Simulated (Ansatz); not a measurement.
## MgS: frozen-core PAW against all-electron methods

```yaml
crystal:
  lattice:
    - [0.00000, 2.84837, 2.84837]
    - [2.84837, 0.00000, 2.84837]
    - [2.84837, 2.84837, 0.00000]
  atoms:
    - { symbol: Mg, position: [0.00000, 0.00000, 0.00000] }
    - { symbol: S, position: [0.25000, 0.25000, 0.25000] }
```

Atoms are numbered in the order listed.

The structure comes from a relaxation in the same program, started in the zincblende type, and has space group F-43m. Whether it is a known phase or the ground state wasn't checked.

Levels of theory: DFT, PBEsol, PAW with Ansatz's default frozen-core files, scalar-relativistic (Ansatz 0.2.0); DFT, PBEsol, all-electron LAPW, scalar-relativistic (Ansatz 0.2.0).

For PAW: a Γ-centred 13×13×13 k mesh, Fermi–Dirac smearing of 0.05 eV, cutoff 420 eV, no spin polarisation; the PAW files were made with PBE, and the program remakes their frozen cores for this functional. LAPW targets a basis error of 0.5 meV/atom. The Ansatz runs share mesh, smearing and spin set-up. Plane-wave (PAW) pressures include the program's estimate of the Pulay term.

Stress and pressure are positive in compression.

Levels count from the top of the valence band.

```
                      quantity     PAW    LAPW
                pressure (GPa)   -1.31   -1.33
                 band gap (eV)   3.206   3.207
highest filled level at Γ (eV)   0.000   0.000
  lowest empty level at Γ (eV)   3.206   3.207
highest filled level at X (eV)  -1.024  -1.023
  lowest empty level at X (eV)   3.724   3.724
highest filled level at K (eV)  -0.806  -0.805
  lowest empty level at K (eV)   4.673   4.673
```
